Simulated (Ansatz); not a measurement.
## PtS2: equation of state with r2SCAN

Crystal: PtS2.

```
Pt S
1.0
     3.54320    0.00000    0.00000
    -1.77160    3.06850    0.00000
     0.00000    0.00000    5.03880
Pt S
1 2
Direct
  0.00000 0.00000 0.00000
  0.66667 0.33333 0.77300
  0.33333 0.66667 0.22700
```

```json
{
 "Program": "Ansatz 0.2.0",
 "Task": "equation of state",
 "Functional": "r2SCAN",
 "Potentials or basis": "Ansatz PAW",
 "Cutoff": "500 eV",
 "Density cutoff": "2000 eV",
 "k mesh": "9 × 9 × 5",
 "Occupations": "fermi-dirac, width 0.05 eV",
 "Spin": "no spin polarisation"
}
```

| Quantity | Value |
| --- | --- |
| Equilibrium volume | 19.38 Å³/atom (rough: see the caveat) |
| Bulk modulus at fixed shape and positions | 135 GPa (rough) |

Energy against volume, from the lowest point:
| volume (Å³/atom) | energy (meV/atom) |
| --- | --- |
| 17.165 | 135.19 |
| 17.531 | 90.62 |
| 17.896 | 56.15 |
| 18.261 | 30.74 |
| 18.626 | 13.47 |
| 18.992 | 3.47 |
| 19.357 | 0.00 |

All runs of the series together: 26 s on 2 threads of Arm Neoverse V2, on a shared host.

Caveat: the minimum lies outside the volumes run; the cell was scaled at fixed shape and fractional positions, which overstates the stiffness of a crystal with free parameters, most of all of layers and chains; the PAW data sets were made with another functional, which shifts forces and pressure a little. The run has no spin-orbit coupling, so splittings on Pt are missing.
